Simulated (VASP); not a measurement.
CdO, 2 atoms in the cell. Symmetry: Fm-3m, No. 225, cubic system. Conventional cell: a = 4.699 Å, b = 4.699 Å, c = 4.699 Å, α = 90.00°, β = 90.00°, γ = 90.00°. Around Cd (site symmetry m-3m) lie 6 O at 2.35 Å. O (site symmetry m-3m) has 6 Cd at 2.35 Å as nearest neighbours. 

```yaml
Program: VASP 6.6.1
Task: relaxation of cell and atoms
Functional: PBE
Potentials_or_basis: VASP PAW PBE potentials, release 64 (Cd, O)
Cutoff: 600 eV
k_mesh: 16 × 16 × 16
Occupations: gaussian, width 0.1 eV
Spin: no spin polarisation
Further_INCAR_settings: ALGO = Normal; EDIFF = 1e-07; IBRION = 2; EDIFFG = -0.004; NSW = 80; ISIF = 3
```

Potentials or basis: VASP PAW PBE potentials, release 64 (Cd, O).

Run with:

```bash
$ cat potpaw_PBE.64/Cd/POTCAR potpaw_PBE.64/O/POTCAR > POTCAR
$ mpirun -np 1 vasp_std > vasp.out
```

Hardware: 1 thread of Intel(R) Xeon(R) Platinum 8488C (Sapphire Rapids), on a shared host.

Question: How long does it take, and how much memory?

Answer: It took 95 s on 1 thread of Intel(R) Xeon(R) Platinum 8488C (Sapphire Rapids) (shared host), peak memory 0.21 GiB. Counts: scf iterations 32, k points 145, ion steps 3.
